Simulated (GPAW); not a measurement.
Set up this calculation in GPAW 26.7.0, as an ASE script.

* Task: relaxation of cell and atoms
* Functional: rSCAN
* Potentials or basis: GPAW PAW data sets (gpaw-data 1.2.1)
* Cutoff: 800 eV
* Basis: pw
* k mesh: 6 × 6 × 2
* Occupations: fermi-dirac, width 0.05 eV
* Spin: no spin polarisation
* Maxiter: 150
* Optimizer: LBFGS
* Fmax: 0.05 eV/Å
* Max steps: 40
* Convergence: density=1e-06 energy=1e-06 eigenstates=1e-10

The structure of SiC lies in SiC.xyz:

```xyz
8
Lattice="3.0756941497 0.0000000000 0.0000000000 -1.5378470748 2.6636292679 0.0000000000 0.0000000000 0.0000000000 10.0706464800" Properties=species:S:1:pos:R:3 pbc="T T T"
Si     0.0000000000      0.0000000000      1.8922178766
Si     0.0000000000      0.0000000000      6.9275411166
Si    -0.0000000001      1.7757528454      4.4093517947
Si     1.5378470750      0.8878764225      9.4446750347
C      0.0000000000      0.0000000000      0.0046330009
C      0.0000000000      0.0000000000      5.0399562409
C     -0.0000000001      1.7757528454      2.5156735737
C      1.5378470750      0.8878764225      7.5509968137
```

The cell is a database's computed one.

These files were run (other wordings do the same):

run.py

```python
from ase.filters import FrechetCellFilter
from ase.io import read, write
from ase.optimize import LBFGS
from gpaw import GPAW, PW

atoms = read('SiC.xyz')

calc = GPAW(mode=PW(800),
            xc='MGGA_X_RSCAN+MGGA_C_RSCAN',
            kpts={'size': (6, 6, 2), 'gamma': True},
            occupations={'name': 'fermi-dirac', 'width': 0.05},
            nbands=32,
            convergence={'density': 1e-06, 'energy': 1e-06, 'eigenstates': 1e-10},
            maxiter=150,
            txt='gpaw.txt')
atoms.calc = calc
opt = LBFGS(FrechetCellFilter(atoms), trajectory='relax.traj', logfile='-')
done = opt.run(fmax=0.05, steps=40)
calc.write('gs.gpw')
write('result.traj', atoms)
print('Converged:', done)
print('Cell:', atoms.cell.cellpar().round(4))
print('Volume:', round(atoms.get_volume(), 4))
print(atoms.get_scaled_positions().round(5))
```

Potentials or basis: GPAW PAW data sets (gpaw-data 1.2.1), pw.

Run with:

```console
$ OMP_NUM_THREADS=1 python run.py
```

It gave:

The pressure after relaxing is 0.4 GPa, the largest force after relaxing is 0.004 eV/Å and the band gap on the k mesh is 2.62 eV, indirect (least direct gap 3.80 eV).

Caveat: the k mesh is coarse; the relaxation stopped at its first step, so nothing moved; later steps reuse the first step's grids; the PAW data sets were made with another functional, which shifts forces and pressure a little.

Wall time 120 s on 1 thread of Arm Neoverse V2, with other jobs on the host, peak memory 0.28 GiB.
